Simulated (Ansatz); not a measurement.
Crystal: ZnAu.

```xyz
2
Lattice="3.1470 0.0000 0.0000 0.0000 3.1470 0.0000 0.0000 0.0000 3.1470" Properties=species:S:1:pos:R:3 pbc="T T T"
Au    0.0000    0.0000    0.0000
Zn    1.5735    1.5735    1.5735
```

```yaml
Program: Ansatz 0.2.0
Task: single point
Functional: PBEsol
Potentials_or_basis: all-electron LAPW, scalar-relativistic
Cutoff: 267 eV (chosen from the basis error)
Basis_error_allowed: 0.001 eV/atom
k_mesh: 8 × 8 × 8
Occupations: fermi-dirac, width 0.05 eV
Spin: no spin polarisation
```

On this cell: pressure -2.2 GPa; largest force zero by symmetry; band gap on the k mesh none (metal or under the smearing width).

The same run follows on a disturbed copy (atoms moved at random, drawn with an rms of 0.05 Å):

```
Au Zn
1.0
     3.14700    0.00000    0.00000
     0.00000    3.14700    0.00000
     0.00000    0.00000    3.14700
Au Zn
1 1
Direct
  0.00445 0.99697 0.98940
  0.48516 0.51545 0.50244
```

What changes?

The energy (extrapolated to zero smearing) moves by +7.6 meV/atom; pressure -1.7 GPa; largest force 0.329 eV/Å; band gap on the k mesh none (metal or under the smearing width).

Forces in eV/Å, atoms in the order of the input:
```
Au  -0.213  0.204  0.146
Zn   0.213 -0.204 -0.146
```

Stress tensor (GPa, compression positive):
```
-1.74 -0.34 -0.24
-0.34 -1.73  0.23
-0.24  0.23 -1.66
```
